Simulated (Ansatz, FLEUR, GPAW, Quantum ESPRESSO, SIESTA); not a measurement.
**Al: 8 runs at one level of theory**

```
Al
1.0
     0.00000    2.02481    2.02481
     2.02481    0.00000    2.02481
     2.02481    2.02481    0.00000
Al
1
Cartesian
  0.0000 0.0000 0.0000
```

Alike in all runs: task equation of state; functional PBE; k mesh 11 × 11 × 11; occupations fermi-dirac, width 0.05 eV; no spin polarisation; no spin-orbit coupling.

```tsv
program and potentials	plane-wave cutoff (eV)	notes	equilibrium volume (Å³/atom)	bulk modulus (GPa)
Ansatz, JTH PAW	570	-	16.49	79.5
Ansatz, SSSP precision PAW	408	-	16.50	79.4
Ansatz, PseudoDojo standard	544	-	16.46	79.7
SIESTA, files PseudoDojo sr-pbe-0.4.1-standard, TZP (energy shift 0.01 Ry)	-	atomic basis	16.52	77.9
Quantum ESPRESSO, Ansatz NC SR PBE	544	-	16.52	78.6
GPAW, PAW data sets generated for this functional	600	-	16.54	79.3
FLEUR, all-electron, FLAPW	-	-	?	?
GPAW, SG15 ONCV 1.2	1100	-	16.56	78.8
```

Problem. Estimate from the other rows what the run with FLEUR, all-electron, FLAPW gave.

Solution. Equilibrium volume 16.51 Å³/atom; bulk modulus 78.9 GPa. The other rows, which needn't bracket it: equilibrium volume 16.46 to 16.56; bulk modulus 77.9 to 79.7.
